Why does the same change in the theory of exchange alter the pressure in a crystal of ruthenium by about 12 GPa, and in aluminium by less than 1 GPa? Going from PBE to PBE0 replaces a quarter of the PBE exchange by exact exchange, the exchange energy worked out from the orbitals themselves. The recipe is identical for each metal, and the cell is held at the same size while it is applied. The large differences must therefore come from how each metal responds, or from the numerical settings of the runs.

Pressures of nine crystals of metallic elements with PBE, r2SCANh and PBE0, from the programs named in the rows, without spin polarisation, Hubbard U or spin-orbit coupling. Each cell is kept as given, with a static lattice. Pressure is positive in compression, and the Ansatz values leave out the Pulay correction of the stress.

```
crystal  distinct smearing widths among the runs behind the row (eV)  space group  volume (Å³/atom)  shortest distance (Å)  pressure, PBE (GPa)  pressure, r2SCANh (GPa)  pressure, PBE0 (GPa)  programs and k-meshes, in the order of the levels  PBE0 less PBE (GPa)
     Ti                                 0.05 / 0.049998 / 0.02 / 0.1        Im-3m             17.68                   2.84               -2.340                   -2.160                -2.510      ABACUS 11x11x11 / Ansatz 6x6x6 / Ansatz 6x6x6               -0.170
     Mo                                                  0.05 / 0.02        Im-3m             15.89                   2.74               -1.970                   -7.300                -9.570      Ansatz 12x12x12 / Ansatz 6x6x6 / Ansatz 6x6x6               -7.600
     Ti                                      0.05 / 0.049998 / 0.028     P6_3/mmc             17.64                   2.89               -1.440                   -3.210                -3.940       Ansatz 10x10x6 / Ansatz 5x5x3 / Ansatz 5x5x3               -2.500
     Al                                       0.05 / 0.049998 / 0.01        Fm-3m             16.60                   2.86               -0.570                   -2.930                -1.220      Ansatz 11x11x11 / Ansatz 6x6x6 / Ansatz 6x6x6               -0.650
     Sn                                        0.05 / 0.049998 / 0.1     I4_1/amd             27.65                   3.05                1.470                   -0.220                -0.480         ABACUS 9x9x9 / Ansatz 5x5x5 / Ansatz 5x5x5               -1.950
     Ta                                              0.05 / 0.049998        Im-3m             18.01                   2.86                2.330                    3.830                 4.740        GPAW 11x11x11 / Ansatz 6x6x6 / Ansatz 6x6x6                2.410
     Cu                            0.027 / 0.05 / 0.026 / 0.1 / 0.02        Fm-3m             11.81                   2.56                3.070                   -4.270                 0.970        GPAW 13x13x13 / Ansatz 7x7x7 / Ansatz 7x7x7               -2.100
     Ru                                          0.05 / 0.15 / 0.015     P6_3/mmc             13.57                   2.65                3.570                   -6.110                -8.680         GPAW 11x11x6 / Ansatz 6x6x3 / Ansatz 6x6x3              -12.250
      W                                                 0.05 / 0.025        Im-3m             15.85                   2.74                5.960                   -3.080                -3.250      Ansatz 12x12x12 / Ansatz 6x6x6 / Ansatz 6x6x6               -9.210
```

A pressure at fixed cell tells on which side of the theory's preferred size the cell lies. If the cell is too small for that theory, the atoms push outward and the pressure is positive; if it is too large, they pull inward and the pressure is negative. A drop from PBE to PBE0 thus means that PBE0 prefers a smaller crystal. The column "PBE0 less PBE" shows such a drop in every row but tantalum, though in aluminium and in body-centred cubic (bcc) titanium it is too small to be trusted.

The tempting explanation treats exact exchange as a dial: the more of it a theory contains, the lower the pressure. Within the step from PBE to PBE0 there is some truth in this, because exact exchange is what that step brings in. But the dial stands at 25 % in every PBE0 run, so it cannot tell ruthenium from aluminium. It also fails when it is turned. The hybrid r2SCANh contains only 10 % exact exchange, yet in copper its pressure lies 5.2 GPa below that of PBE0, in runs of the same program on the same mesh.

The reason is that a hybrid has two ingredients. Besides exact exchange it contains a semilocal part, which works from local quantities such as the electron density and its gradient, and this part differs between PBE0 and r2SCANh. Plain LDA makes the point most sharply, since it has no exact exchange at all and is well known for making crystals too compact. In molybdenum, an LDA run from another program gives a pressure 13 GPa below PBE, a larger drop than PBE0 produces. A low pressure is therefore no fingerprint of exact exchange.

A better explanation of the spread starts from stiffness. Suppose that PBE0 wants each metal to be smaller by a similar percentage. In a soft metal, a cell that is a few per cent too large is held there by a weak pull, while in a stiff metal the same mismatch needs a strong one. The preferred volumes could then differ by much the same fraction everywhere, and the pressures would still look very different.

This picture becomes a formula if the metal is treated as a spring close to its rest length. Let V be the volume of the given cell, V₀ the volume that a theory prefers, and B the bulk modulus, which measures resistance to compression. For a small mismatch the pressure P is

P ≈ B (V₀ − V) / V

Writing this once for PBE0 and once for PBE, with the same B, and subtracting gives

P(PBE0) − P(PBE) ≈ B [V₀(PBE0) − V₀(PBE)] / V

The fraction on the right is the relative change of the preferred volume. Stiffness multiplies it and turns it into a pressure.

The three stiffest metals, ruthenium, tungsten and molybdenum, do show the three largest drops. Their stiffness has a familiar origin: in tungsten and molybdenum the d band is about half full, so that mostly its bonding states are occupied and the atoms are held tightly at their distance. Ruthenium has more d electrons, but its occupied bonding states still clearly outweigh the antibonding ones. Aluminium and tin are bound by s and p electrons, and in copper the d band is full and adds little to the bond. Titanium has only a few d electrons and is also much softer than tungsten.

One number is needed to turn this ordering into an estimate. It was obtained by least squares, as a line through zero of the pressure shift against rough recalled bulk moduli, using the four rows in which PBE and PBE0 come from the same program: molybdenum, tungsten, aluminium and hexagonal titanium. The result is a common shrinkage of 2.8 %. The typical miss in these four rows is 0.8 GPa, against 3.5 GPa if each metal is instead given the same pressure shift. Aluminium fits worst: the line gives it a drop of 2.2 GPa, more than three times the calculated one, so stiffness explains only part of why its shift is so small. Two of the four metals are stiff and two are softer, so the line rests on little more than two groups of points.

Ruthenium, which was not used in the fit, shows how the estimate works. Its bulk modulus is roughly 310 GPa, and the fitted volume change is −0.0284 as a fraction, so the expected shift is

−0.0284 × 310 GPa ≈ −8.8 GPa

The calculated shift is −12.25 GPa. The estimate finds the right sign and the rough size but falls short by 28 % of the calculated drop. Part of the gap may come from the change of program between the PBE and the PBE0 run.

Tin and tungsten show what stiffness does to the impression a reader gets from the table. The pressure of tin falls by only 1.95 GPa, that of tungsten by 9.21 GPa, and tungsten looks far more sensitive to the choice of theory. Divided by their bulk moduli, however, both shifts correspond to a volume change of about 3 %. If the cells had been relaxed at each level and the volumes compared, the two metals should stand close together, though the shift of tin also contains a change of program. A series of alkali metals, which are softer still, would show small pressure shifts even for a volume change of this size.

Tantalum breaks the picture. It stands next to tungsten in the periodic table and is a stiff metal too, so the common shrinkage would lower its pressure by about 5.4 GPa. Instead the pressure rises by 2.4 GPa. Stiffness can enlarge or reduce a shift, but it can never reverse its sign, so the preferred volume itself would have to change in the other direction.

Part of the trouble may lie in the comparison, because the PBE pressure of tantalum comes from a different program than its PBE0 pressure. Programs typically differ by 0.7 GPa at the PBE level, and in a tenth of the crystals by more than 3 GPa. The gap between estimate and result in tantalum is 7.8 GPa, which would be an unusually large disagreement. Within one program, raising the share of exact exchange from 10 % to 50 % in hybrids built on r2SCAN lowers the pressure of tantalum by 2.3 GPa, which speaks against a general outward push of exact exchange in this metal. Whether tantalum truly behaves differently from PBE to PBE0 remains open; a PBE run in the program used for the hybrid would be the direct test.

The smallest shifts meet a similar limit. In bcc titanium the pressure falls by 0.17 GPa, but a second PBE run of the same crystal, with a coarser mesh and a lower cutoff, turns this into a fall of about 1 GPa. The hybrid runs also use about half as many mesh points along each direction as the PBE runs, and exact exchange in metals converges slowly with that mesh. In ruthenium, a coarser mesh together with spin-orbit coupling lowers the PBE0 pressure by a further 1.7 GPa. Some of the fitted shrinkage may thus be an effect of the mesh, even where the program stays the same.

The numbers therefore decide between the explanations only in part. They rule out the amount of exact exchange as the sole control of the pressure, and they support stiffness as one part of the reason why the shifts are large in some metals and small in others. For the pair in the opening question it leaves much unexplained. The drop in ruthenium is some 19 times that in aluminium, but ruthenium is only about four times as stiff. The ratio of the drops is itself uncertain, because the one in aluminium is so small. Taken at face value, the remaining factor of four to five must come from a larger change of the preferred volume in ruthenium, or from the settings of the runs. Over all nine rows the gain from stiffness is modest: with its one constant refitted, the stiffness rule misses by 3.1 GPa on average (root mean square), and an equal shift for each metal by 4.5 GPa. Stiffness also leaves the deeper question untouched, namely why PBE0 prefers a smaller volume in most of these metals.

For practical work, the lesson is to divide before judging. A pressure of several GPa looks alarming, but in a metal like tungsten it stands for a mismatch of only one to three per cent in volume, and about a third of that in each edge of the cell. Conversely, a cell taken from one theory and used with another can carry a stress that has nothing to do with the load on the real material. The shift does not say which theory is right, and PBE0 is no safe reference here, because its unscreened exact exchange is known to make the bands of metals too wide. In this table, the step from PBE to PBE0, together with the changes of mesh and program that come with it, shifts the pressure by between 0.2 and 12 GPa, and the stiffest metals receive the most.
